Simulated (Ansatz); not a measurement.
Crystal: TiO2 (Anatase).

```xyz
6
Lattice="-1.8921 1.8921 4.7573 1.8921 -1.8921 4.7573 1.8921 1.8921 -4.7573" Properties=species:S:1:pos:R:3 pbc="T T T"
Ti    0.0000    1.8921    2.3786
Ti    0.0000    0.0000    0.0000
O     0.0000    0.0000    7.5346
O     0.0000    1.8921    0.3987
O     0.0000    1.8921    4.3586
O     0.0000    0.0000    1.9800
```

Base run:

```yaml
Program: Ansatz 0.2.0
Functional: PBE
Potentials_or_basis: Ansatz PAW
Cutoff: 420 eV
Density_cutoff: 1680 eV
k_mesh: 10 × 10 × 10
Occupations: fermi-dirac, width 0.05 eV
Spin: no spin polarisation
Hubbard_terms: Ti d U = 8 eV
```

Its results: band gap on the k mesh 3.36 eV, indirect (least direct gap 3.75 eV); pressure 12.7 GPa; largest force 0.041 eV/Å.

Question: After a change of settings the same cell gave: band gap on the k mesh 2.37 eV, indirect (least direct gap 2.71 eV); pressure 6.8 GPa; largest force 0.081 eV/Å. Which change was it?
A. functional from PBE to revPBE; hubbard terms from Ti d U = 8 eV to none; hubbard projectors from ortho-atomic (the default) to none
B. hubbard terms from Ti d U = 8 eV to Ti d U = 4 eV
C. hubbard terms from Ti d U = 8 eV to Ti d U = 2 eV
D. k mesh from 10 × 10 × 10 to 7 × 7 × 7; hubbard terms from Ti d U = 8 eV to none; hubbard projectors from ortho-atomic (the default) to none

Answer: C.

Caveats: the density of states is complete only up to the lowest level of the last band computed.

Not every run made on this cell is shown here.
